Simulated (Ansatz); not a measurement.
BN: input, output and frames of a trajectory

Method: Ansatz 0.2.0, DFT PBE+D3(BJ), scalar-relativistic, plane waves, PAW. Cutoff 420 eV, shifted (0.5, 0.5, 0.5 steps) 2×2×2 k-points, Fermi–Dirac smearing of 0.16 eV. The mesh is coarse. No spin polarisation.

18 atoms, starting at 1.06 times the perfect crystal's volume (space group R3m, the cell as given, not relaxed at this level); Langevin thermostat at 1800 K (friction 0.05 fs⁻¹), fixed cell; 122 steps of 3 fs. The run is short and not equilibrated. The time step is on the long side.

Self-consistency was reached.

Command:
```bash
ansatz run input.yaml --threads 4 --pin off --max-ram 5120MiB --backend cpu --events-out ev --progress --plain --runs-dir out
```

Input:
```yaml
crystal:
  lattice:
    - [-3.8269794377, -0.7365025362, -3.4390871668]
    - [3.8269794377, -0.7365025362, -3.4390871668]
    - [0.0, -5.8920202895, 3.4390871668]
  atoms:
    - { symbol: B, position: [0.3337717333, 0.6671050667, 0.9998904] }
    - { symbol: B, position: [0.3337717333, 0.3337717333, 0.6665570667] }
    - { symbol: B, position: [0.0004384, 0.0004384, 0.9998904] }
    - { symbol: B, position: [0.3337717333, 0.0004384, 0.3332237333] }
    - { symbol: B, position: [0.0004384, 0.6671050667, 0.6665570667] }
    - { symbol: B, position: [0.6671050667, 0.3337717333, 0.9998904] }
    - { symbol: B, position: [0.0004384, 0.3337717333, 0.3332237333] }
    - { symbol: B, position: [0.6671050667, 0.0004384, 0.6665570667] }
    - { symbol: B, position: [0.6671050667, 0.6671050667, 0.3332237333] }
    - { symbol: "N", position: [0.2229842667, 0.5563176, 0.7775872667] }
    - { symbol: "N", position: [0.2229842667, 0.2229842667, 0.4442539333] }
    - { symbol: "N", position: [0.8896509333, 0.8896509333, 0.7775872667] }
    - { symbol: "N", position: [0.2229842667, 0.8896509333, 0.1109206] }
    - { symbol: "N", position: [0.8896509333, 0.5563176, 0.4442539333] }
    - { symbol: "N", position: [0.5563176, 0.2229842667, 0.7775872667] }
    - { symbol: "N", position: [0.8896509333, 0.2229842667, 0.1109206] }
    - { symbol: "N", position: [0.5563176, 0.8896509333, 0.4442539333] }
    - { symbol: "N", position: [0.5563176, 0.5563176, 0.1109206] }
basis:
  ecutwfc: 420
kpoints:
  mp_grid: { grid: [2, 2, 2], shift: [0.5, 0.5, 0.5] }
hamiltonian:
  xc: pbe
  dispersion: d3bj
scf:
  occupations: { method: fermi_dirac, width: 0.1551 }
  lower_state_search: "off"
  convergence: { dr2_threshold: 1.0e-07 }
output:
  forces: true
  stress: true
md:
  timestep: 3.0
  n_steps: 122
  ensemble: nvt_langevin
  temperature: 1800.0
  initial_velocities: maxwell_boltzmann
  seed: 93554
  friction: 0.05
```

Output (its end):
```
...
SCF converged after 9 iterations
Free energy (F): -4880.455793 eV
Harris-Foulkes:  -4880.455793 eV  (|F-HF|=5.96e-9)
Internal energy: -4880.455785 eV  (E = F + TS)
E sigma→0 (E₀):  -4880.455789 eV
Entropy (-TS):   -0.000008 eV (-0.000 meV/atom)
Fermi energy:    6.226022 eV
--- Per-component energies (eV) ---
  E_band       = -206.303275
  E_kinetic    = 1623.425559
  E_local      = -3215.551265  (includes V_loc(G=0)·N_el)
  E_nonlocal   = 516.591579
  E_hartree    = 1045.823953
  E_xc         = -822.619078
  E_vxc        = -1020.129884  (∫ρ·V_xc dr)
  E_paw        = -1858.359973  (= ΣΔE_a)
  E_vpaw       = -202.286120  (= ΣTr[D̂ρ^β])
  E_aug_tail   = 0.000901  (compensation charges beyond the density's cutoff)
  E_ewald      = -2167.418937
  E_disp       = -2.348523  (pairwise vdW)
  E_smearing   = -0.000008  (= −TS)
  E_closure    = -0.000000  (closes the sum)
  Σ components = -4880.455793   (vs F -4880.455793, Δ=0.00e0)
--- Forces (eV/Å), atoms counted from 1 ---
  atom   1  B     -2.35927591    -1.13668846     2.83211071
  atom   2  B     -4.84474547     0.14539523    -2.16397163
  atom   3  B     -2.34513333     1.64618839    -0.03001390
  atom   4  B      2.49581394     3.94631384     0.01836545
  atom   5  B     -4.19655152     2.03649328     1.60836961
  atom   6  B      2.42580103     2.61233252    -0.76228112
  atom   7  B     -0.98758368     1.99763806    -0.37712044
  atom   8  B      1.24125143    -0.21916726     0.20406545
  atom   9  B     -2.93618457     1.03910533     0.47368431
  atom  10  N      6.40309812    -0.99843373    -1.85722393
  atom  11  N      3.57913818    -0.54647718     1.34395481
  atom  12  N      1.42810755    -4.21227685    -0.17509700
  atom  13  N      1.63676494    -0.53082569    -0.39312894
  atom  14  N      1.77501810     1.92704979    -0.98230998
  atom  15  N      1.70053965    -0.88708747     1.10486175
  atom  16  N     -1.66375104    -0.65029507     0.02202905
  atom  17  N     -3.31078878    -5.41049897     0.20341338
  atom  18  N     -0.04149770    -0.75877117    -1.06963311
  max |Σ_I F_I| component: 7.45e-5 eV/Å
--- Stress (GPa, compression-positive) ---
      -10.850512      -0.894476       0.916446
       -0.894433     -17.160224       1.406006
        0.916446       1.406004      -2.254566
  P = ⅓ Tr σ = -10.0884 GPa (-100.884 kbar)
--- MD trajectory: 122 steps, t = 0.0 → 366.0 fs ---
  final state: T = 1778.1 K   F+E_penalty+E_count = -4880.45579279 eV   E_kin = 4.137136 eV
```

Frames along the run (Å, eV/Å; dE is the potential energy from the first frame):

```xyz
18
Lattice="-3.827 -0.737 -3.439 3.827 -0.737 -3.439 0.000 -5.892 3.439" Properties=species:S:1:pos:R:3:forces:R:3 pbc="T T T" time_fs=0.00 dE_eV=0.0000 T_K=1700
B     1.276   -6.629   -0.003    0.000   -0.005   -0.011
B     0.000   -4.419   -0.003    0.000   -0.005   -0.011
B     0.000   -5.892    3.436    0.000   -0.005   -0.011
B    -1.276   -2.210   -0.003    0.000   -0.005   -0.011
B     2.551   -4.419   -0.003    0.000   -0.005   -0.011
B    -1.276   -6.629   -0.003    0.000   -0.005   -0.011
B     1.276   -2.210   -0.003    0.000   -0.005   -0.011
B    -2.551   -4.419   -0.003    0.000   -0.005   -0.011
B     0.000   -2.946   -3.442    0.000   -0.005   -0.011
N     1.276   -5.156   -0.006    0.000    0.005    0.011
N     0.000   -2.946   -0.006    0.000    0.005    0.011
N     0.000   -5.892   -3.445    0.000    0.005    0.011
N     2.551   -1.473   -3.445    0.000    0.005    0.011
N    -1.276   -3.683   -3.445    0.000    0.005    0.011
N    -1.276   -5.156   -0.006    0.000    0.005    0.011
N    -2.551   -1.473   -3.445    0.000    0.005    0.011
N     1.276   -3.683   -3.445    0.000    0.005    0.011
N     0.000   -1.473   -3.445    0.000    0.005    0.011
18
Lattice="-3.827 -0.737 -3.439 3.827 -0.737 -3.439 0.000 -5.892 3.439" Properties=species:S:1:pos:R:3:forces:R:3 pbc="T T T" time_fs=33.00 dE_eV=3.5141 T_K=1024
B     1.180   -6.532    0.190    1.802   -2.463   -0.211
B     0.058   -4.432    0.018   -0.781    0.544   -1.431
B    -0.063   -5.968    3.447    4.904    1.418   -1.321
B    -1.204   -2.199   -0.053   -2.272    0.624    0.418
B     2.689   -4.476    0.015    0.699    1.306    0.217
B    -1.275   -6.620   -0.010   -2.421   -3.260   -1.485
B     1.402   -2.318   -0.157   -4.467    2.686   -0.765
B    -2.435   -4.383    0.167   -1.175   -0.211   -3.093
B    -0.039   -3.018   -3.295    0.837    3.427   -1.046
N     1.377   -5.066    0.068   -2.059   -2.993    0.166
N     0.033   -2.974   -0.250    0.004   -0.550    1.430
N     0.199   -5.895   -3.472   -4.829   -1.463    1.296
N     2.544   -1.437   -3.248   -2.066   -1.313   -0.837
N    -1.244   -3.721   -3.427    1.665   -2.776    0.393
N    -1.263   -5.225   -0.081    2.525    3.988    1.832
N    -2.554   -1.595   -3.783    0.141    2.275    2.540
N     1.215   -3.632   -3.464    4.810   -1.826    1.285
N    -0.083   -1.488   -3.331    2.681    0.587    0.611
18
Lattice="-3.827 -0.737 -3.439 3.827 -0.737 -3.439 0.000 -5.892 3.439" Properties=species:S:1:pos:R:3:forces:R:3 pbc="T T T" time_fs=66.00 dE_eV=4.8356 T_K=1286
B     1.468   -6.649   -0.032   -1.536   -0.250    1.224
B     0.089   -4.493   -0.147    2.006    2.555    2.355
B     0.208   -6.036    3.268   -2.176    1.748    1.332
B    -1.015   -2.219    0.047   -2.336   -0.293   -1.893
B     2.591   -4.527    0.104    4.826    2.543   -2.375
B    -1.201   -6.560    0.041    2.846   -1.263   -1.683
B     1.433   -2.224   -0.156    5.095    1.201    0.975
B    -2.560   -4.522   -0.268    1.329    1.228    1.459
B     0.187   -2.973   -3.485   -0.446    1.209   -1.336
N     1.424   -5.209    0.275   -3.983   -0.026   -2.131
N     0.274   -2.892   -0.288   -5.863   -4.126    0.827
N     0.084   -6.112   -3.774   -0.416    4.922    1.087
N     2.732   -1.423   -3.282    0.255   -4.916   -1.157
N    -1.084   -3.642   -3.444   -1.828   -3.380    0.268
N    -1.210   -5.053    0.077    0.285   -3.453   -1.596
N    -2.369   -1.507   -3.524    0.536   -0.005    0.035
N     1.373   -3.802   -3.577    1.816    2.452    0.559
N     0.170   -1.442   -3.684   -0.410   -0.147    2.050
18
Lattice="-3.827 -0.737 -3.439 3.827 -0.737 -3.439 0.000 -5.892 3.439" Properties=species:S:1:pos:R:3:forces:R:3 pbc="T T T" time_fs=99.00 dE_eV=4.3060 T_K=1712
B     1.426   -6.495   -0.111    1.017   -3.984    1.660
B     0.210   -4.437   -0.102    0.674    1.201    0.810
B     0.174   -5.788    3.692   -1.106   -3.687   -1.331
B    -1.062   -2.236    0.060   -3.583    0.081    0.507
B     2.766   -4.477   -0.062   -1.256    4.818    1.043
B    -1.124   -6.711   -0.069    2.171    0.716   -0.902
B     1.334   -2.261   -0.069    3.436    1.652    2.231
B    -2.236   -4.461   -0.359   -1.592    0.390    3.772
B     0.127   -3.009   -3.451    3.514    2.309   -1.129
N     1.476   -5.065    0.017    0.770   -1.893   -0.875
N     0.147   -2.996    0.099    0.114    0.176   -1.320
N     0.163   -5.840   -3.477    3.612   -2.638   -0.797
N     2.590   -1.542   -3.186    3.405    3.892   -1.065
N    -1.115   -3.615   -3.387   -1.849   -3.265   -1.245
N    -0.932   -5.210   -0.201   -5.731   -0.910   -0.655
N    -2.406   -1.528   -3.306   -0.676    2.155   -0.633
N     1.467   -3.794   -3.449    0.377    1.793   -1.258
N     0.243   -1.410   -3.692   -3.295   -2.804    1.187
18
Lattice="-3.827 -0.737 -3.439 3.827 -0.737 -3.439 0.000 -5.892 3.439" Properties=species:S:1:pos:R:3:forces:R:3 pbc="T T T" time_fs=132.00 dE_eV=3.9879 T_K=1982
B     1.356   -6.596    0.008    1.611   -0.345    0.436
B     0.186   -4.387   -0.300   -0.970   -0.616    3.191
B     0.130   -5.712    3.400   -0.306   -4.285    0.669
B    -1.330   -2.258   -0.025    4.273    2.609    0.332
B     2.653   -4.331   -0.134    2.313   -1.070    0.331
B    -1.131   -6.495   -0.012   -3.000   -1.448    0.174
B     1.328   -2.059   -0.058    0.243   -1.339   -0.296
B    -2.337   -4.387    0.055   -4.547   -1.594   -1.637
B    -0.010   -2.842   -3.546    1.754   -0.781    1.226
N     1.509   -5.183    0.042   -4.005    3.776   -2.199
N     0.071   -2.949   -0.061    0.040    1.684   -0.938
N     0.179   -5.817   -3.524   -1.859    2.528    0.522
N     2.646   -1.366   -3.462   -0.361   -3.100   -0.169
N    -1.204   -3.599   -3.725   -1.417    0.580    0.969
N    -1.233   -5.130   -0.219    6.281    1.906   -0.347
N    -2.384   -1.337   -3.323   -2.710   -1.200   -0.829
N     1.324   -3.767   -3.363   -1.072    6.290   -0.382
N     0.028   -1.332   -3.340    3.732   -3.596   -1.053
18
Lattice="-3.827 -0.737 -3.439 3.827 -0.737 -3.439 0.000 -5.892 3.439" Properties=species:S:1:pos:R:3:forces:R:3 pbc="T T T" time_fs=165.00 dE_eV=2.6205 T_K=1582
B     1.309   -6.611    0.085    0.184    2.132   -0.980
B    -0.038   -4.375   -0.144    3.388    2.039    0.501
B     0.044   -5.860    3.478    0.667    1.149   -0.832
B    -1.211   -2.173   -0.138    0.656    0.951    0.369
B     2.571   -4.365    0.126   -0.833    0.517   -2.500
B    -1.062   -6.456    0.021   -7.036   -0.065   -0.707
B     1.406   -2.060   -0.198   -1.134   -0.603   -0.590
B    -2.574   -4.346    0.082    1.109   -1.485   -0.279
B     0.111   -2.902   -3.295   -1.317    0.566   -3.003
N     1.304   -5.129   -0.109   -0.555    0.925    1.236
N     0.064   -2.855   -0.319    0.652   -0.281    0.635
N    -0.003   -5.835   -3.322    0.710   -0.150    0.683
N     2.577   -1.397   -3.368    0.962   -2.313   -0.376
N    -1.180   -3.583   -3.558   -0.078   -1.083    2.036
N    -1.248   -5.030    0.147   -0.220   -0.633   -0.717
N    -2.440   -1.316   -3.704   -0.466   -0.761    1.839
N     1.381   -3.682   -3.554   -2.088    2.753    1.402
N     0.002   -1.365   -3.455    5.397   -3.660    1.284
18
Lattice="-3.827 -0.737 -3.439 3.827 -0.737 -3.439 0.000 -5.892 3.439" Properties=species:S:1:pos:R:3:forces:R:3 pbc="T T T" time_fs=201.00 dE_eV=3.5002 T_K=1634
B     1.285   -6.523    0.175   -0.284    0.551   -2.193
B     0.073   -4.316   -0.166   -1.000   -0.429    0.573
B     0.097   -5.828    3.663    0.969    3.007   -0.304
B    -1.142   -1.919   -0.023   -4.676   -3.337   -0.446
B     2.642   -4.172    0.251    0.049   -5.097   -1.693
B    -1.157   -6.490   -0.190   -1.890   -2.541    0.968
B     1.196   -2.248   -0.118    2.958    4.551    0.317
B    -2.473   -4.194   -0.032    0.494   -3.135    0.557
B    -0.022   -2.908   -3.520    1.601    1.983   -0.777
N     1.339   -5.031    0.016    0.282    0.551    1.222
N    -0.073   -2.832   -0.195    2.288   -0.782    0.259
N     0.150   -5.690   -3.145   -1.897   -1.264   -0.517
N     2.589   -1.275   -3.176    1.170   -0.810   -0.167
N    -1.286   -3.555   -3.511   -0.701   -0.974    0.538
N    -1.184   -5.042   -0.146   -0.719    0.384   -0.322
N    -2.493   -1.460   -3.462   -0.837    1.640   -0.311
N     1.284   -3.540   -3.597    1.637    2.102    0.745
N     0.050   -1.464   -3.654    0.558    3.600    1.552
18
Lattice="-3.827 -0.737 -3.439 3.827 -0.737 -3.439 0.000 -5.892 3.439" Properties=species:S:1:pos:R:3:forces:R:3 pbc="T T T" time_fs=234.00 dE_eV=3.2834 T_K=1452
B     1.308   -6.439    0.081    0.116   -1.187   -0.507
B     0.032   -4.148    0.240    1.804   -2.677   -1.246
B     0.039   -5.834    3.747    0.653    1.394   -2.136
B    -1.109   -2.084    0.001   -3.184    1.512   -1.061
B     2.501   -4.193    0.155    1.946   -5.937    1.303
B    -1.174   -6.361   -0.083   -0.241   -1.953    2.668
B     1.471   -2.002    0.199   -1.586   -1.685   -1.265
B    -2.426   -4.288    0.182   -3.163   -0.089   -0.569
B     0.086   -2.835   -3.575    0.541    1.556    1.752
N     1.209   -5.004    0.221    3.561    2.078    0.075
N     0.140   -2.771    0.108    0.481    2.472    1.006
N     0.060   -5.856   -3.038    0.009    3.411   -1.266
N     2.598   -1.314   -3.550    0.642   -0.939    2.227
N    -1.158   -3.578   -3.409   -0.700    3.188   -0.247
N    -1.136   -4.897    0.063   -2.864   -2.091    0.158
N    -2.428   -1.339   -3.275   -0.163    2.242   -0.254
N     1.337   -3.564   -3.552    1.863    0.069    0.867
N     0.047   -1.286   -3.399    0.285   -1.363   -1.506
18
Lattice="-3.827 -0.737 -3.439 3.827 -0.737 -3.439 0.000 -5.892 3.439" Properties=species:S:1:pos:R:3:forces:R:3 pbc="T T T" time_fs=267.00 dE_eV=3.7169 T_K=1553
B     1.627   -6.407    0.173   -6.015    1.945   -0.161
B    -0.011   -4.221    0.275    7.974    2.723   -0.190
B     0.178   -5.539    3.523    3.661   -4.005    0.660
B    -1.097   -1.922    0.228    1.086    0.043   -1.373
B     2.748   -4.207    0.183   -1.192    0.464   -0.813
B    -1.190   -6.419    0.329    3.542   -0.688   -2.125
B     1.439   -2.064    0.052    2.267    3.017    0.465
B    -2.301   -4.174    0.256   -4.929    1.766   -1.170
B     0.214   -2.702   -3.439   -2.387    1.245    0.274
N     1.440   -4.960    0.385    0.484    1.305   -1.065
N     0.206   -2.640    0.068   -5.439   -4.475    1.156
N     0.239   -5.645   -3.451   -0.583    2.716    1.320
N     2.845   -1.152   -3.346   -1.689   -3.347    0.320
N    -1.125   -3.479   -3.450    2.058   -0.329    0.428
N    -1.159   -4.899    0.394   -0.311   -3.470    0.431
N    -2.353   -1.307   -3.235   -1.467    1.920   -0.183
N     1.418   -3.439   -3.223    3.020    0.486    0.077
N     0.218   -1.183   -3.501   -0.080   -1.315    1.949
18
Lattice="-3.827 -0.737 -3.439 3.827 -0.737 -3.439 0.000 -5.892 3.439" Properties=species:S:1:pos:R:3:forces:R:3 pbc="T T T" time_fs=300.00 dE_eV=3.3934 T_K=1415
B     1.452   -6.460    0.331   -1.246    4.071   -1.413
B     0.223   -4.104    0.408   -3.651   -0.421   -2.604
B     0.127   -5.632    3.552    0.354   -1.932   -1.632
B    -1.161   -1.909    0.102   -0.217   -4.128    0.387
B     2.631   -4.173    0.135    2.501   -0.233   -0.097
B    -1.197   -6.396    0.097    3.367    2.941    0.506
B     1.466   -1.956    0.082   -3.983   -0.672   -0.388
B    -2.352   -4.145    0.133   -1.083   -2.519   -0.305
B     0.071   -2.738   -3.336    2.773    1.598    0.960
N     1.431   -4.824    0.464    1.215   -3.246   -0.140
N     0.103   -2.680    0.031    1.883    0.831    1.578
N     0.159   -5.703   -3.508   -1.006    2.484    1.458
N     2.618   -1.266   -3.497    2.843    2.540    1.761
N    -1.187   -3.425   -3.400    2.420   -1.474    0.025
N    -1.110   -4.870    0.119    0.298   -1.034    1.106
N    -2.368   -1.287   -3.335   -2.539    2.371    0.062
N     1.402   -3.501   -3.100   -1.053    4.183   -1.535
N     0.177   -1.085   -3.328   -2.876   -5.357    0.271
18
Lattice="-3.827 -0.737 -3.439 3.827 -0.737 -3.439 0.000 -5.892 3.439" Properties=species:S:1:pos:R:3:forces:R:3 pbc="T T T" time_fs=333.00 dE_eV=2.9873 T_K=1584
B     1.426   -6.468    0.294    2.657    1.516   -1.108
B     0.262   -4.272    0.324   -1.457    0.504    0.671
B     0.041   -5.628    3.462    3.222    0.472    0.012
B    -0.962   -1.989   -0.028   -2.884   -1.542    0.282
B     2.717   -4.116    0.241    0.710   -2.497    0.726
B    -1.177   -6.438    0.238    1.576   -2.514   -0.475
B     1.428   -1.938    0.346    2.085   -0.867   -1.329
B    -2.311   -4.304    0.136   -3.100    0.749   -0.700
B     0.343   -2.836   -3.182   -2.388    0.936   -1.597
N     1.543   -4.969    0.446   -2.948    0.092   -0.972
N     0.233   -2.734    0.221   -0.114   -1.618    0.057
N     0.103   -5.632   -3.367    2.248   -1.255    0.212
N     2.721   -1.263   -3.471   -1.486   -1.177    0.847
N    -1.059   -3.473   -3.026    0.216    2.974   -0.364
N    -1.150   -5.046    0.367    3.737    1.799   -0.440
N    -2.448   -1.257   -3.440    0.471    0.545    1.553
N     1.533   -3.625   -3.572    0.888    3.567    1.804
N     0.254   -1.294   -3.234   -3.435   -1.684    0.823
18
Lattice="-3.827 -0.737 -3.439 3.827 -0.737 -3.439 0.000 -5.892 3.439" Properties=species:S:1:pos:R:3:forces:R:3 pbc="T T T" time_fs=366.00 dE_eV=3.3895 T_K=1778
B     1.509   -6.410    0.139   -2.359   -1.137    2.832
B     0.197   -4.259    0.477   -4.845    0.145   -2.164
B     0.309   -5.809    3.617   -2.345    1.646   -0.030
B    -1.096   -2.066    0.130    2.496    3.946    0.018
B     2.809   -4.364    0.285   -4.197    2.036    1.608
B    -1.142   -6.545    0.392    2.426    2.612   -0.762
B     1.480   -2.225    0.338   -0.988    1.998   -0.377
B    -2.378   -4.165    0.149    1.241   -0.219    0.204
B     0.256   -2.769   -3.157   -2.936    1.039    0.474
N     1.337   -5.013    0.528    6.403   -0.998   -1.857
N     0.104   -2.819    0.191    3.579   -0.546    1.344
N     0.222   -5.660   -3.305    1.428   -4.212   -0.175
N     2.762   -1.268   -3.313    1.637   -0.531   -0.393
N    -1.092   -3.656   -3.004    1.775    1.927   -0.982
N    -1.177   -4.975    0.277    1.701   -0.887    1.105
N    -2.309   -1.431   -3.124   -1.664   -0.650    0.022
N     1.513   -3.366   -3.342   -3.311   -5.410    0.203
N     0.201   -1.293   -3.072   -0.041   -0.759   -1.070
```